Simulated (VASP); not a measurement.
# H (P1) in VASP: single point with HSEsol+D4

Aim: the single point of H with HSEsol+D4.

Everything below comes from runs of VASP 6.6.1. Logs are shortened: lines on timing, memory, paths and dates and some standing lists are left out, and cuts for length are marked.

### Step 1. The cell of the first run

The typed cell holds 4 atoms: a = 3.644 Å, b = 3.644 Å, c = 4.435 Å, α = 90.00°, β = 90.00°, γ = 90.00°.

### Step 2. Single point, HSEsol+D4 (a zone-boundary wave of random shape, sigma 0.02 Å; volume scaled by 1.25)

Input file POSCAR:

```
H
1.0
    0.0000000000     -3.6443005416      0.0000000000
   -3.6443005416      0.0000000000      0.0000000000
    0.0000000000      0.0000000000     -4.4348477726
H
4
Direct
    0.5032797000      0.5032677000      0.5898642900
    0.9967203000      0.9967323000      0.0904111300
    0.5054021100      0.4898592600      0.4143621400
    0.9945978900      0.0101407400      0.9053624400
```

Input file INCAR.step1:

```
PREC     = Accurate       # precision mode
ENCUT    = 520            # plane-wave cutoff, eV
EDIFF    = 1E-5           # SCF threshold, eV
ISMEAR   = -1             # smearing method
SIGMA    = 0.02           # smearing width, eV
LREAL    = False          # projectors in reciprocal space
LASPH    = True           # aspherical terms in the spheres
NELM     = 60             # most SCF steps
ALGO     = Normal         # electronic algorithm
ISIF     = 2              # what is computed and relaxed
LWAVE    = True           # write WAVECAR
LCHARG   = False          # write CHGCAR
NBANDS   = 10             # bands
GGA      = PE             # functional
```

Input file INCAR.step2:

```
PREC     = Accurate       # precision mode
ENCUT    = 520            # plane-wave cutoff, eV
EDIFF    = 1E-6           # SCF threshold, eV
ISMEAR   = -1             # smearing method
SIGMA    = 0.02           # smearing width, eV
LREAL    = False          # projectors in reciprocal space
LASPH    = True           # aspherical terms in the spheres
NELM     = 60             # most SCF steps
ALGO     = Normal         # electronic algorithm
ISIF     = 2              # what is computed and relaxed
LWAVE    = False          # write WAVECAR
LCHARG   = False          # write CHGCAR
GGA      = PS             # functional
LHFCALC  = True           # exact exchange
HFSCREEN = 0.2            # screening, 1/A
PRECFOCK = Fast         
IVDW     = 13             # dispersion correction
VDW_S6   = 1.0          
VDW_S8   = 1.82207807   
VDW_A1   = 0.45646268   
VDW_A2   = 5.59662251   
NBANDS   = 10             # bands
ISTART   = 1
```

Input file KPOINTS:

```
Automatic mesh
0
Gamma
  4 4 4
```

Potentials or basis: VASP PAW PBE potentials, release 54 (H).

Launch:

```bash
$ cat potpaw_PBE.54/H/POTCAR > POTCAR
$ cp INCAR.step1 INCAR
$ mpirun -np 1 vasp_std > vasp.out
$ cp INCAR.step2 INCAR
$ mpirun -np 1 vasp_std > vasp.out
```

OUTCAR:

```text
PREC = Accurate
   ENCUT = 520
   EDIFF = 1E-6
   ISMEAR = -1
   LREAL = False
   LASPH = True
   NELM = 60
   ISIF = 2
   GGA = PS
   LHFCALC = True
   HFSCREEN = 0.2
   PRECFOCK = Fast
   IVDW = 13
   ISTART = 1

 ion  position               nearest neighbor table
   1  0.503  0.503  0.590-   3 0.78
   2  0.997  0.997  0.090-   4 0.82
   3  0.505  0.490  0.414-   1 0.78
   4  0.995  0.010  0.905-   2 0.82

  LATTYP: Found a simple tetragonal cell.
 ALAT       =     3.6443005416
 C/A-ratio  =     1.2169270130

  Lattice vectors:

 A1 = (   0.0000000000,  -3.6443005416,   0.0000000000)
 A2 = (  -3.6443005416,   0.0000000000,   0.0000000000)
 A3 = (   0.0000000000,   0.0000000000,  -4.4348477726)

Analysis of symmetry for initial positions (statically):
=====================================================================
 Subroutine PRICEL returns:
 Original cell was already a primitive cell.

 Routine SETGRP: Setting up the symmetry group for a
 simple tetragonal supercell.

 Subroutine GETGRP returns: Found  1 space group operations
 (whereof  1 operations were pure point group operations)
 out of a pool of 16 trial point group operations.

The static configuration has the point symmetry C_1 .

Analysis of symmetry for dynamics (positions and initial velocities):
=====================================================================
 Subroutine PRICEL returns:
 Original cell was already a primitive cell.

 Routine SETGRP: Setting up the symmetry group for a
 simple tetragonal supercell.

 Subroutine GETGRP returns: Found  1 space group operations
 (whereof  1 operations were pure point group operations)
 out of a pool of 16 trial point group operations.

The dynamic configuration has the point symmetry C_1 .

 Subroutine INISYM returns: Found  1 space group operations
 (whereof  1 operations are pure point group operations),
 and found     1 'primitive' translations

----------------------------------------------------------------------------------------

                                     Primitive cell

  volume of cell :      58.8989

  direct lattice vectors                    reciprocal lattice vectors
     0.000000000 -3.644300542  0.000000000     0.000000000 -0.274401079  0.000000000
    -3.644300542  0.000000000  0.000000000    -0.274401079  0.000000000  0.000000000
     0.000000000  0.000000000 -4.434847773     0.000000000  0.000000000 -0.225486883

  length of vectors
     3.644300542  3.644300542  4.434847773     0.274401079  0.274401079  0.225486883

  position of ions in fractional coordinates (direct lattice)
     0.503279700  0.503267700  0.589864290
     0.996720300  0.996732300  0.090411130
     0.505402110  0.489859260  0.414362140
     0.994597890  0.010140740  0.905362440

  ion indices of the primitive-cell ions
   primitive index   ion index
                 1           1
                 2           2
                 3           3
                 4           4

----------------------------------------------------------------------------------------

 KPOINTS: Automatic mesh

Automatic generation of k-mesh.
 Grid dimensions read from file:
 generate k-points for:    4    4    4

 Generating k-lattice:

  Cartesian coordinates                     Fractional coordinates (reciprocal lattice)
     0.000000000 -0.068600270  0.000000000     0.250000000  0.000000000  0.000000000
    -0.068600270  0.000000000  0.000000000     0.000000000  0.250000000  0.000000000
     0.000000000  0.000000000 -0.056371721     0.000000000  0.000000000  0.250000000

  Length of vectors
     0.068600270  0.068600270  0.056371721

  Shift w.r.t. Gamma in fractional coordinates (k-lattice)
     0.000000000  0.000000000  0.000000000

 Subroutine IBZKPT returns following result:
 ===========================================

 Found     36 irreducible k-points:

 Following reciprocal coordinates:
            Coordinates               Weight
  0.000000  0.000000  0.000000      1.000000
  0.250000  0.000000  0.000000      2.000000
  0.000000  0.250000  0.000000      2.000000
  0.500000  0.000000  0.000000      1.000000
  0.000000  0.500000  0.000000      1.000000
  0.250000  0.250000  0.000000      2.000000
[... 16 lines left out ...]
 -0.250000  0.500000  0.250000      2.000000
  0.500000 -0.250000  0.250000      2.000000
 [... further k-points ...]
   k-points           NKPTS =     36   k-points in BZ     NKDIM =     64   number of bands    NBANDS=     10
   number of dos      NEDOS =    301   number of ions     NIONS =      4
   total plane-waves  NPLWV =  28224
   dimension x,y,z NGX =    28 NGY =   28 NGZ =   36
   dimension x,y,z NGXF=    56 NGYF=   56 NGZF=   72
   ions per type =               4
   NGX,Y,Z   is equivalent  to a cutoff of  12.77, 12.77, 13.50 a.u.
   NGXF,Y,Z  is equivalent  to a cutoff of  25.55, 25.55, 26.99 a.u.
 SYSTEM =  unknown system
   PREC   = accura    normal or accurate (medium, high low for compatibility)
   ISTART =      1    job   : 0-new  1-cont  2-samecut
   ICHARG =      0    charge: 1-file 2-atom 10-const
   ISPIN  =      1    spin polarized calculation?
   LNONCOLLINEAR =      F non collinear calculations
   LSORBIT =      F    spin-orbit coupling
   LASPH  =      T    aspherical Exc in radial PAW
   ENCUT  =  520.0 eV  38.22 Ry    6.18 a.u.   6.78  6.78  8.25*2*pi/ulx,y,z
   NELM   =     60;   NELMIN=  2; NELMDL=  0     # of ELM steps
   EDIFF  = 0.1E-05   stopping-criterion for ELM
   LREAL  =      F    real-space projection
   EDIFFG = 0.1E-04   stopping-criterion for IOM
   NSW    =      0    number of steps for IOM
   IBRION =     -1    ionic relax: 0-MD 1-quasi-New 2-CG
   NFREE  =      0    steps in history (QN), initial steepest desc. (CG)
   ISIF   =      2    stress and relaxation
   ISYM   =      3    0-nonsym 1-usesym 2-fastsym
   POTIM  = 0.5000    time-step for ionic-motion
   TEBEG  =    0.0;   TEEND  =   0.0 temperature during run
   PSTRESS=    0.0 pullay stress
   NELECT =       4.0000    total number of electrons
   NUPDOWN=      -1.0000    fix difference up-down
   EMIN   =  10.00;   EMAX   =-10.00  energy-range for DOS
   EFERMI =   0.00;   METHOD = LEGACY
   ISMEAR =    -1;   SIGMA  =   0.02  broadening in eV -4-tet -1-fermi 0-gaus
   EFERMI_NEDOS =   21; number of points for ismear=-14 and -15
   IALGO  =     38    algorithm
   IMIX   =      1    mixing-type and parameters
     AMIX     =   0.40;   BMIX     =  1.00
     AMIX_MAG =   1.60;   BMIX_MAG =  1.00
  volume/ion in A,a.u.               =      14.72        99.37
  Fermi-wavevector in a.u.,A,eV,Ry     =   0.667922  1.262190  6.069830  0.446120
  Thomas-Fermi vector in A             =   1.742677
   LORBIT       =      0    0 simple, 1 ext, 2 COOP (PROOUT), +10 PAW based schemes
   GGA     = PS    functional components
   LHFCALC =     T    Hartree Fock is set to
   PRECFOCK=fast      Normal, Fast or Accurate (Low or Medium for compatibility)
   ENCUT4O =  -1.0   cutoff for four orbital integrals eV
   NKREDX  =     1    reduce k-point grid by
   NKREDY  =     1    reduce k-point grid by
   NKREDZ  =     1    reduce k-point grid by
   AEXX    =    0.2500 exact exchange contribution
   HFSCREEN=    0.2000 screening length (either q_TF or 0.3 A-1)
   HFSCREENC=   0.2000 screening length for correlation (either q_TF or 0.3 A-1)
   ENCUTFOCK=  -1.0 apply spherical cutoff to Coloumb kernel
   IVDW    =    13    specifies the selected vdW correction
   LEPSILON=     F    determine dielectric tensor
   LRPA    =     F    only Hartree local field effects (RPA)
 non-spin polarized calculation
  energy-cutoff  :      520.00
  volume of cell :       58.90
 maximum number of plane-waves:      1612
  NGX = 16; NGY = 16; NGZ = 20

 number of electron       4.0000000 magnetization

 Free energy of the ion-electron system (eV)
  ---------------------------------------------------
  ext. energy  EPLUGINS =         0.00000000
  ---------------------------------------------------
  free energy    TOTEN  =       -15.23434812 eV

  energy without entropy =      -15.23434812  energy(sigma->0) =      -15.23434812

 E-fermi :  -8.9437     XC(G=0):  -4.1664

 val. band max:       -9.4059545563   @ k =   0.0000   0.0000   0.0000
 cond. band min:       0.6353800945   @ k =   0.0000   0.5000   0.5000
 fundamental gap:     10.0413346508
 Fermi energy:        -8.9436835208

 k-point     1 :       0.0000    0.0000    0.0000
  band No.  band energies     occupation
      1     -11.2820      2.00000
      2      -9.4060      2.00000
      3       1.7218      0.00000
      4       4.4569      0.00000
      5       6.5312      0.00000
      6       7.0321      0.00000
      7       7.1232      0.00000
      8       7.8121      0.00000
      9       9.0607      0.00000
     10      13.5968      0.00000

 k-point     2 :       0.2500    0.0000    0.0000
  band No.  band energies     occupation
      1     -10.9414      2.00000
      2      -9.5656      2.00000
      3       2.3454      0.00000
      4       3.7088      0.00000
      5       3.9833      0.00000
      6       6.4752      0.00000
      7       7.8327      0.00000
      8       7.9704      0.00000
      9      12.6075      0.00000
     10      12.6271      0.00000

 k-point     3 :       0.0000    0.2500    0.0000
  band No.  band energies     occupation
      1     -10.9412      2.00000
      2      -9.5655      2.00000
      3       2.3421      0.00000
      4       3.7171      0.00000
      5       3.9627      0.00000
      6       6.5129      0.00000
      7       7.8091      0.00000
      8       7.9734      0.00000
      9      12.6023      0.00000
     10      12.6462      0.00000
[... 248 lines left out ...]
 k-point    23 :      -0.2500    0.5000    0.2500
  band No.  band energies     occupation
      1     -10.1018      2.00000
      2      -9.8647      2.00000
      3       1.9144      0.00000
      4       2.0245      0.00000
      5       4.6047      0.00000
      6       4.7690      0.00000
      7       8.3206      0.00000
      8       8.4246      0.00000
      9       9.6526      0.00000
     10       9.6883      0.00000

 k-point    24 :       0.5000   -0.2500    0.2500
  band No.  band energies     occupation
      1     -10.1026      2.00000
      2      -9.8643      2.00000
      3       1.8780      0.00000
      4       2.0702      0.00000
      5       4.6014      0.00000
      6       4.7683      0.00000
      7       8.1883      0.00000
      8       8.5444      0.00000
      9       9.6427      0.00000
     10       9.7073      0.00000

 [... further k-points ...]

------------------------ aborting loop because EDIFF is reached ----------------------------------------

  DFT-D4 for vdW energy calculation

  Edisp (eV):   -0.04170

  FORCE on cell =-STRESS in cart. coord.  units (eV):
  Direction    XX          YY          ZZ          XY          YZ          ZX
  --------------------------------------------------------------------------------------
  -------------------------------------------------------------------------------------
  Total      -0.10718    -0.09894    -2.32346     0.00119    -0.00727     0.04680
  in kB      -2.91556    -2.69125   -63.20316     0.03233    -0.19790     1.27311
  external pressure =      -22.94 kB  Pullay stress =        0.00 kB

 VOLUME and BASIS-vectors are now :
 -----------------------------------------------------------------------------
  energy-cutoff  :      520.00
  volume of cell :       58.90
      direct lattice vectors                 reciprocal lattice vectors
     0.000000000 -3.644300542  0.000000000     0.000000000 -0.274401079  0.000000000
    -3.644300542  0.000000000  0.000000000    -0.274401079  0.000000000  0.000000000
     0.000000000  0.000000000 -4.434847773     0.000000000  0.000000000 -0.225486883

 POSITION                                       TOTAL-FORCE (eV/Angst)
 -----------------------------------------------------------------------------------
     -1.83406     -1.83410     -2.61596         0.054976     -0.007979      0.894078
     -3.63239     -3.63235     -0.40096        -0.109383      0.016574      1.864024
     -1.78519     -1.84184     -1.83763        -0.056184      0.009581     -0.893027
     -0.03696     -3.62461     -4.01514         0.110591     -0.018175     -1.865075
 -----------------------------------------------------------------------------------
    total drift:                               -0.000050      0.000075     -0.000003

  FREE ENERGIE OF THE ION-ELECTRON SYSTEM (eV)
  ---------------------------------------------------
  free  energy   TOTEN  =       -15.2760441247 eV

  energy  without entropy=      -15.2760441247  energy(sigma->0) =      -15.27604412
```

Wall time 42 s (1 thread of AMD EPYC 9R45 (Zen 5), shared host); peak memory 0.24 GiB.

What came out:

```yaml
Free_energy: -15.2760 eV
Pressure: -2.3 GPa
Largest_force: 1.868 eV/Å
Band_gap_on_the_k_mesh: 10.04 eV
Dispersion_energy_per_atom: -0.010 eV
```

Forces in eV/Å, atoms in the order of the input:
```
H    0.055 -0.008  0.894
H   -0.109  0.017  1.864
H   -0.056  0.010 -0.893
H    0.111 -0.018 -1.865
```

Levels at points of the mesh, in eV from the valence-band top:
| k point | band 1 | band 2 | band 3 | band 4 | band 5 |
| --- | --- | --- | --- | --- | --- |
| (0.00, 0.00, 0.00) | -1.88 | 0.00 | 11.13 | 13.86 | 15.94 |
| (0.50, 0.00, 0.00) | -0.87 | -0.64 | 12.25 | 12.42 | 13.37 |
| (0.00, 0.50, 0.00) | -0.87 | -0.64 | 12.25 | 12.39 | 13.39 |
| (0.50, 0.50, 0.00) | -0.61 | -0.37 | 11.72 | 11.73 | 14.34 |
| (0.00, 0.00, 0.50) | -1.08 | -0.85 | 11.02 | 11.30 | 18.36 |
| (0.50, 0.00, 0.50) | -0.76 | -0.53 | 10.04 | 10.19 | 16.96 |
| (0.00, 0.50, 0.50) | -0.76 | -0.53 | 10.04 | 10.19 | 16.96 |
| (0.50, 0.50, 0.50) | -0.53 | -0.28 | 12.04 | 12.31 | 13.64 |

Caveat: the k mesh is coarse (spacing up to 0.43 Å⁻¹), so the values aren't converged, least of all with exact exchange; the PAW data sets were made with another functional, which shifts forces and pressure a little. A k mesh can miss the band edges.
